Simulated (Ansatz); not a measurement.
# CoSn3: magnetic states

An exercise on one series of results from a longer session: the logs are not shown, and one member is left open.

Computed with Ansatz 0.2.0 (DFT PBE, scalar-relativistic, plane waves, PAW, unless a step's input says otherwise).

## The starting structure

The structure is cubic, space group Pm-3m (No. 221). The conventional cell has a = 4.256 Å, b = 4.256 Å, c = 4.256 Å, α = 90.00°, β = 90.00°, γ = 90.00°. Around Sn (site symmetry 4/mmm) lie 8 Sn at 3.01 Å and 4 Co at 3.01 Å. Co (site symmetry m-3m) has 12 Sn at 3.01 Å as nearest neighbours.

Structure file:

```cif
data_structure
_symmetry_space_group_name_H-M 'P 1'
_symmetry_Int_Tables_number 1
_cell_length_a 4.2557
_cell_length_b 4.2557
_cell_length_c 4.2557
_cell_angle_alpha 90.000
_cell_angle_beta 90.000
_cell_angle_gamma 90.000
_cell_volume 77.08
loop_
_atom_site_label
_atom_site_type_symbol
_atom_site_fract_x
_atom_site_fract_y
_atom_site_fract_z
_atom_site_occupancy
Sn1 Sn 0.00000 0.50000 0.50000 1
Sn2 Sn 0.50000 0.00000 0.50000 1
Sn3 Sn 0.50000 0.50000 0.00000 1
Co1 Co 0.00000 0.00000 0.00000 1
```

This is a hypothetical structure, made by putting the elements on a prototype's sites.

The first run:

(A quick probe on a coarse mesh, which set the mesh and smearing, is not shown.)

input.yaml reads:

```yaml
crystal:
  lattice:
    - [4.255716447, 0.0, 0.0]
    - [0.0, 4.255716447, 0.0]
    - [0.0, 0.0, 4.255716447]
  atoms:
    - { symbol: Sn, position: [0.0, 0.5, 0.5] }
    - { symbol: Sn, position: [0.5, 0.0, 0.5] }
    - { symbol: Sn, position: [0.5, 0.5, 0.0] }
    - { symbol: Co, position: [0.0, 0.0, 0.0], spin: 1.46 }
basis:
  ecutwfc: 420
kpoints:
  mp_grid: { grid: [6, 6, 6] }
hamiltonian:
  xc: pbe
scf:
  occupations: { method: gaussian, width: 0.1 }
output:
  forces: true
  stress: true
  eigenvalues: true
  populations: true
magnetization:
  spin_polarized: true
relax:
  adjacent_minimum: "off"
  f_tol: 0.05
  max_steps: 80
  cell: { stress_tol: 0.5 }
```

The run is started by

```
> ansatz run input.yaml --threads 1 --pin off --max-ram 2560MiB --backend cpu --events-out ev --progress --plain --runs-dir out
```

Steps of the session up to this table: Coarse relaxation; The relaxation; Magnetic start: no spin polarisation; Magnetic start: ferromagnetic; Start: large parallel starting moments; Start: antiferromagnetic, doubled cell, propagation vector (0, 0, 1/2); Magnetic start: antiferromagnetic, doubled cell, propagation vector (0, 1/2, 1/2); Magnetic start: antiferromagnetic, doubled cell, propagation vector (1/2, 1/2, 1/2); Magnetic start: small parallel starting moments.

One table of the session follows, with a row left open; its other results are not shown here.

It belongs to the step «The magnetic starts in order of energy». 

```
                                                              start  energy above the lowest (meV/atom)  pressure (GPa)
    antiferromagnetic, doubled cell, propagation vector (0, 0, 1/2)                                0.00            -0.1
  antiferromagnetic, doubled cell, propagation vector (0, 1/2, 1/2)                                   ?               ?
                                                      ferromagnetic                                8.20             0.0
                                    large parallel starting moments                                8.20             0.0
                                    small parallel starting moments                                8.20             0.0
antiferromagnetic, doubled cell, propagation vector (1/2, 1/2, 1/2)                                15.4             0.0
                                                            no spin                                45.0            -1.7
```

**Question.** Estimate the row for antiferromagnetic, doubled cell, propagation vector (0, 1/2, 1/2).

**Answer.** energy above the lowest (meV/atom): 7.19; pressure (GPa): 0.2. In the column «energy above the lowest (meV/atom)» it lies between antiferromagnetic, doubled cell, propagation vector (0, 0, 1/2) (0.00) and ferromagnetic (8.20).
